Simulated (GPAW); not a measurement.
# Ge (P6_3/mmc) in GPAW: notebook

One crystal, Ge, is run at these levels: LDA, revPBE; tasks: phonons, elastic constants.

All numbers are computed with GPAW 26.7.0; they aren't measurements. Logs are shortened: lines on timing, memory, paths and dates and some standing lists are left out, and cuts for length are marked. The log counts tension as positive stress, the text compression.

## 1. The crystal as given

The structure is hexagonal, space group P6_3/mmc (No. 194). The conventional cell has a = 3.998 Å, b = 3.998 Å, c = 6.599 Å, α = 90.00°, β = 90.00°, γ = 120.00°. Around Ge (site symmetry 3m) lie 4 Ge at 2.45 to 2.47 Å.

This isn't the form of Ge at room conditions, which is diamond.

## 2. Phonons, LDA

The input, run.py:

```python
import json
import numpy as np
from ase import Atoms
from ase.constraints import FixSymmetry
from ase.filters import FrechetCellFilter
from ase.io import write
from ase.optimize import BFGS
from phonopy import Phonopy
from phonopy.structure.atoms import PhonopyAtoms
from gpaw import GPAW, PW

atoms = Atoms(['Ge', 'Ge', 'Ge', 'Ge'],
              cell=[[3.9975858431, 0.0, 0.0],
                    [-1.9987929216, 3.462010894, 0.0],
                    [0.0, 0.0, 6.59937795]],
              scaled_positions=[[0.3333333333, 0.6666666667, 0.93709875],
                                [0.6666666667, 0.3333333333, 0.43709875],
                                [0.3333333333, 0.6666666667, 0.56290125],
                                [0.6666666667, 0.3333333333, 0.06290125]],
              pbc=True)

calc = GPAW(mode=PW(600),
            xc='LDA',
            kpts={'size': (8, 8, 4), 'gamma': True},
            occupations={'name': 'fermi-dirac', 'width': 0.05},
            nbands=18,
            convergence={'density': 1e-06, 'eigenstates': 1e-09},
            eigensolver='ppcg',
            random=True,
            maxiter=50,
            txt='gpaw.txt')
atoms.calc = calc
atoms.set_constraint(FixSymmetry(atoms))
BFGS(FrechetCellFilter(atoms), trajectory='relax.traj', logfile='-').run(fmax=0.005, steps=40)
atoms.set_constraint()
energy = atoms.get_potential_energy()
forces = atoms.get_forces()
stress = atoms.get_stress()
calc.write('gs.gpw')
write('result.traj', atoms)
print('Cell:', atoms.cell.cellpar().round(4))
print(atoms.get_scaled_positions().round(5))

def force_constants(scale):
    unit = PhonopyAtoms(symbols=atoms.get_chemical_symbols(), cell=atoms.cell[:] * scale**(1 / 3),
                        scaled_positions=atoms.get_scaled_positions())
    ph = Phonopy(unit, supercell_matrix=np.diag([1, 1, 1]), primitive_matrix=np.eye(3), symprec=1e-4)
    ph.generate_displacements(distance=0.02)
    forces = []
    for i, sc in enumerate(ph.supercells_with_displacements):
        a = Atoms(sc.symbols, cell=sc.cell, scaled_positions=sc.scaled_positions, pbc=True)
        c = GPAW(mode=PW(600),
                 xc='LDA',
                 kpts={'size': (8, 8, 4), 'gamma': True},
                 occupations={'name': 'fermi-dirac', 'width': 0.05},
                 nbands=18,
                 convergence={'density': 1e-06, 'eigenstates': 1e-09},
                 eigensolver='ppcg',
                 random=True,
                 maxiter=50,
                 txt=f'disp-{scale:.3f}-{i:02d}.txt')
        a.calc = c
        f = a.get_forces()
        forces.append(f - f.mean(axis=0))
        print(f'displacement {i}: drift', f.mean(axis=0).round(5), flush=True)
    ph.forces = forces
    ph.produce_force_constants()
    ph.symmetrize_force_constants()
    return ph

qpoints = [[0.0, 0.0, 0.0]]
results = {}
for scale in [1.0]:
    ph = force_constants(scale)
    ph.run_qpoints(qpoints)
    nu = ph.qpoints.frequencies * 33.35641  # THz to cm^-1
    results[f'{scale:.3f}'] = nu.tolist()
    for qp, f in zip(qpoints, nu):
        print(scale, np.round(qp, 4), f.round(2))
json.dump(results, open('phonons.json', 'w'))
```

Potentials or basis: the program's PAW data sets (release 1.2.1) made for this functional, pw.

Launch:

```console
> OMP_NUM_THREADS=1 python run.py
```

gpaw.txt:

```text
__  _  _
 | _ |_)|_||  |
 |__||  | ||/\| - 26.7.0

Input parameters:
  mode=PW(ecut=600.0),
  convergence={'density': 1e-06, 'eigenstates': 1e-09},
  eigensolver=PPCG(niter=2, min_niter=1, max_buffer_mem=209715200, blocksize=None, rr_modulo=5, include_cg=True, promote_inner_dtype=False, tolerances=None),
  kpts=MonkhorstPack(size=(8, 8, 4), gamma=True),
  maxiter=50,
  nbands=18,
  occupations=Occupations(name='fermi-dirac', width=0.05),
  random=True,
  xc=XC(name='LDA')
Initializing wave functions with random numbers

        Ge

        Ge
            Ge

            Ge

Atoms  # Å, Bohr magnetons
|   | symbol |         x |        y |        z |    initial magnetic moments |
|---|--------|-----------|----------|----------|-----------------------------|
| 0 |     Ge | -0.000000 | 2.308007 | 6.184269 | ( 0.0000,  0.0000,  0.0000) |
| 1 |     Ge |  1.998793 | 1.154004 | 2.884580 | ( 0.0000,  0.0000,  0.0000) |
| 2 |     Ge | -0.000000 | 2.308007 | 3.714798 | ( 0.0000,  0.0000,  0.0000) |
| 3 |     Ge |  1.998793 | 1.154004 | 0.415109 | ( 0.0000,  0.0000,  0.0000) |

Unit cell  # Å
| periodic |         x |        y |        z |  lengths |     angles |
|----------|-----------|----------|----------|----------|------------|
|      yes |  3.997586 | 0.000000 | 0.000000 | 3.997586 |  90.000000 |
|      yes | -1.998793 | 3.462011 | 0.000000 | 3.997586 |  90.000000 |
|      yes |  0.000000 | 0.000000 | 6.599378 | 6.599378 | 120.000000 |

Number of symmetries: 12
Symmetry operations  # r_c * U_cc + t_c -> r_c
|    | kind |            matrix            |
|----|------|------------------------------|
|  0 |  σ   |  1, 1, 0,  0,-1, 0,  0, 0, 1 |
|  1 |  S6  |  1, 1, 0, -1, 0, 0,  0, 0,-1 |
|  2 |  E   |  1, 0, 0,  0, 1, 0,  0, 0, 1 |
|  3 |  C2  |  1, 0, 0, -1,-1, 0,  0, 0,-1 |
|  4 |  C2  |  0, 1, 0,  1, 0, 0,  0, 0,-1 |
|  5 |  C3  |  0, 1, 0, -1,-1, 0,  0, 0, 1 |
|  6 |  S6  |  0,-1, 0,  1, 1, 0,  0, 0,-1 |
|  7 |  σ   |  0,-1, 0, -1, 0, 0,  0, 0, 1 |
|  8 |  σ   | -1, 0, 0,  1, 1, 0,  0, 0, 1 |
|  9 |  i   | -1, 0, 0,  0,-1, 0,  0, 0,-1 |
| 10 |  C3  | -1,-1, 0,  1, 0, 0,  0, 0, 1 |
| 11 |  C2  | -1,-1, 0,  0, 1, 0,  0, 0,-1 |
[... 146 lines left out ...]
Fermi level: 5.581
Eigenvalues  # (at kpt = [0.000, 0.000, 0.000])
| band index |      eig [eV] | occ [0-2] |
|------------|---------------|-----------|
|          0 |        -7.174 |     2.000 |
|          1 |        -5.158 |     2.000 |
|          2 |        -2.017 |     2.000 |
|          3 |         4.153 |     2.000 |
|          4 |         4.153 |     2.000 |
|          5 |         5.440 |     1.888 |
[... 8 lines left out ...]
|         14 |        10.174 |     0.000 |
|         15 |        11.567 |     0.000 |
|        ... |               |           |
|         17 |        12.995 |     0.000 |

Gap: 0.173 eV
Transition (v -> c):
  (s=0, k=0, n=7, [0.00, 0.00, 0.00]) -> (s=0, k=1, n=8, [0.00, 0.00, 0.25])
Direct/indirect transitions are different
Direct gap: 0.253 eV
Transition at: (s=0, k=1, n=7, [0.00, 0.00, 0.25])

Stress tensor  # eV/Ang^3
|        x |         y |         z |
|----------|-----------|-----------|
| 0.009621 |  0.000000 |  0.000000 |
| 0.000000 |  0.009621 | -0.000000 |
| 0.000000 | -0.000000 |  0.011425 |

Forces  # eV/Ang
|        x |        y |        z |
|----------|----------|----------|
| -0.00000 | -0.00000 |  0.00008 |  # Ge   0
|  0.00000 |  0.00000 |  0.00008 |  # Ge   1
|  0.00000 | -0.00000 | -0.00008 |  # Ge   2
|  0.00000 |  0.00000 | -0.00008 |  # Ge   3

Interpolating wave functions to new cell

        Ge

        Ge
            Ge
[... 170 lines left out ...]
Fermi level: 5.612
Eigenvalues  # (at kpt = [0.000, 0.000, 0.000])
| band index |      eig [eV] | occ [0-2] |
|------------|---------------|-----------|
|          0 |        -7.166 |     2.000 |
|          1 |        -5.144 |     2.000 |
|          2 |        -2.003 |     2.000 |
|          3 |         4.175 |     2.000 |
|          4 |         4.175 |     2.000 |
|          5 |         5.472 |     1.887 |
[... 8 lines left out ...]
|         14 |        10.206 |     0.000 |
|         15 |        11.598 |     0.000 |
|        ... |               |           |
|         17 |        13.024 |     0.000 |

Gap: 0.161 eV
Transition (v -> c):
  (s=0, k=0, n=7, [0.00, 0.00, 0.00]) -> (s=0, k=1, n=8, [0.00, 0.00, 0.25])
Direct/indirect transitions are different
Direct gap: 0.260 eV
Transition at: (s=0, k=1, n=7, [0.00, 0.00, 0.25])

Stress tensor  # eV/Ang^3
|        x |        y |        z |
|----------|----------|----------|
| 0.008664 | 0.000000 | 0.000000 |
| 0.000000 | 0.008664 | 0.000000 |
| 0.000000 | 0.000000 | 0.010315 |

Forces  # eV/Ang
|        x |        y |        z |
|----------|----------|----------|
|  0.00000 | -0.00000 |  0.00054 |  # Ge   0
| -0.00000 |  0.00000 |  0.00054 |  # Ge   1
|  0.00000 | -0.00000 | -0.00054 |  # Ge   2
| -0.00000 | -0.00000 | -0.00054 |  # Ge   3

Interpolating wave functions to new cell

        Ge
[... 1274 lines left out ...]
Stress tensor  # eV/Ang^3
|         x |         y |         z |
|-----------|-----------|-----------|
| -0.000104 |  0.000000 |  0.000000 |
|  0.000000 | -0.000104 | -0.000000 |
|  0.000000 | -0.000000 |  0.000154 |

Forces  # eV/Ang
|        x |        y |        z |
|----------|----------|----------|
| -0.00000 | -0.00000 | -0.00434 |  # Ge   0
|  0.00000 |  0.00000 | -0.00434 |  # Ge   1
| -0.00000 |  0.00000 |  0.00434 |  # Ge   2
|  0.00000 |  0.00000 |  0.00434 |  # Ge   3

# Writing to gs.gpw (mode='')
```

Run time: 9 min. Hardware: 1 thread of Arm Neoverse V2, shared host; peak memory 0.59 GiB.

Results:

* Free energy: -20.7113 eV
* Relaxed volume: 22.28 Å³/atom
* Relaxed cell: a = 3.968 Å, b = 3.968 Å, c = 6.536 Å, α = 90.00°, β = 90.00°, γ = 120.00°
* Space group after relaxing (to 0.05 Å): P6_3/mmc (No. 194)
* Pressure after relaxing: 0.0 GPa
* Largest force after relaxing: 0.004 eV/Å
* Band gap on the k mesh: none (metal or under the smearing width)
* Highest phonon frequency at Γ: 295 cm⁻¹

Forces in eV/Å, atoms in the order of the input:
```
Ge   0.000  0.000 -0.004
Ge   0.000  0.000 -0.004
Ge   0.000  0.000  0.004
Ge   0.000  0.000  0.004
```

Final structure:
```
CELL_PARAMETERS angstrom
3.96814 0.00000 0.00000
-1.98407 3.43651 0.00000
0.00000 0.00000 6.53573
ATOMIC_POSITIONS crystal
Ge 0.33333 0.66667 0.93725
Ge 0.66667 0.33333 0.43725
Ge 0.33333 0.66667 0.56275
Ge 0.66667 0.33333 0.06275
```

Phonon frequencies in cm⁻¹ (negative: imaginary):
```
              q point                              frequencies
(0.000, 0.000, 0.000)  0 0 0 50 50 214 243 283 283 293 293 295
```

## 3. Elastic constants, revPBE, 22.83 Å³/atom

The input, run.py:

```python
import json
import numpy as np
import spglib
from ase import Atoms
from ase.constraints import FixSymmetry
from ase.filters import FrechetCellFilter
from ase.io import write
from ase.optimize import BFGS
from ase.stress import full_3x3_to_voigt_6_stress, voigt_6_to_full_3x3_strain, voigt_6_to_full_3x3_stress
from ase.units import GPa
from gpaw import GPAW, PW

atoms = Atoms(['Ge', 'Ge', 'Ge', 'Ge'],
              cell=[[3.9975858431, 0.0, 0.0],
                    [-1.9987929216, 3.462010894, 0.0],
                    [0.0, 0.0, 6.59937795]],
              scaled_positions=[[0.3333333333, 0.6666666667, 0.93709875],
                                [0.6666666667, 0.3333333333, 0.43709875],
                                [0.3333333333, 0.6666666667, 0.56290125],
                                [0.6666666667, 0.3333333333, 0.06290125]],
              pbc=True)

calc = GPAW(mode=PW(600),
            xc='revPBE',
            kpts={'size': (8, 8, 4), 'gamma': True},
            occupations={'name': 'fermi-dirac', 'width': 0.05},
            nbands=18,
            convergence={'density': 1e-06, 'eigenstates': 1e-09},
            maxiter=150,
            txt='gpaw.txt')
atoms.calc = calc
atoms.set_constraint(FixSymmetry(atoms))
BFGS(FrechetCellFilter(atoms), trajectory='relax.traj', logfile='-').run(fmax=0.005, steps=40)
atoms.set_constraint()
energy = atoms.get_potential_energy()
forces = atoms.get_forces()
stress = atoms.get_stress()
calc.write('gs.gpw')
write('result.traj', atoms)
print('Cell:', atoms.cell.cellpar().round(4))
print(atoms.get_scaled_positions().round(5))

gpts = tuple(int(n) for n in calc.get_number_of_grid_points())
cell = atoms.cell[:].T
dataset = spglib.get_symmetry((atoms.cell[:], atoms.get_scaled_positions(), atoms.numbers), symprec=1e-4)
rotations = [cell @ w @ np.linalg.inv(cell) for w in dataset['rotations']]
strains, clamped, relaxed = [], [], []
for v in [0, 2, 3]:
    for e in (-0.005, 0.005):
        voigt = np.zeros(6)
        voigt[v] = e
        F = voigt_6_to_full_3x3_strain(voigt)
        a = atoms.copy()
        a.set_cell(atoms.cell[:] @ F, scale_atoms=True)
        c = GPAW(mode=PW(600),
                 xc='revPBE',
                 kpts={'size': (8, 8, 4), 'gamma': True},
                 occupations={'name': 'fermi-dirac', 'width': 0.05},
                 nbands=18,
                 convergence={'density': 1e-06, 'eigenstates': 1e-09},
                 maxiter=150,
                 gpts=gpts,
                 txt=f'strain-{v}{e:+.3f}.txt')
        a.calc = c
        s0 = s1 = a.get_stress() - stress
        BFGS(a, logfile=None).run(fmax=0.003, steps=25)
        s1 = a.get_stress() - stress
        print(v, e, 'clamped', (s0 / GPa).round(3), 'relaxed', (s1 / GPa).round(3), flush=True)
        for R in rotations:  # images under the point group
            eps = R @ (F - np.eye(3)) @ R.T
            strains.append(full_3x3_to_voigt_6_stress(eps) * [1, 1, 1, 2, 2, 2])
            for s, rows in ((s0, clamped), (s1, relaxed)):
                rows.append(full_3x3_to_voigt_6_stress(R @ voigt_6_to_full_3x3_stress(s) @ R.T))

C0, C = (np.linalg.lstsq(np.array(strains), np.array(s), rcond=None)[0].T / GPa for s in (clamped, relaxed))
print('Clamped-ion Cij (GPa):')
print(C0.round(1))
print('Relaxed-ion Cij (GPa):')
print(C.round(1))
json.dump({'clamped': C0.tolist(), 'relaxed': C.tolist()}, open('elastic.json', 'w'))
```

Potentials or basis: the program's PAW data sets (release 1.2.1) made for this functional, pw.

Launch:

```console
> OMP_NUM_THREADS=1 python run.py
```

It took 17 min on 1 thread of Arm Neoverse V2, shared host; peak memory 0.82 GiB.

Results (log left out):

| Item | Value |
| --- | --- |
| Free energy | -16.8600 eV |
| Relaxed volume | 24.42 Å³/atom |
| Relaxed cell | a = 4.092 Å, b = 4.092 Å, c = 6.737 Å, α = 90.00°, β = 90.00°, γ = 120.00° |
| Space group after relaxing (to 0.05 Å) | P6_3/mmc (No. 194) |
| Pressure after relaxing | 0.0 GPa |
| Largest force after relaxing | 0.004 eV/Å |
| Band gap on the k mesh | 0.12 eV, indirect (least direct gap 0.22 eV) |
| Voigt bulk modulus | 57 GPa |
| Bulk modulus (Hill) | 57 GPa |
| Shear modulus (Hill) | 42 GPa |
| Young's modulus | 102 GPa |
| Poisson's ratio (from the elastic constants) | 0.20 |

Caveat: the density grid can change from cell to cell, which puts small steps into energies and stress.
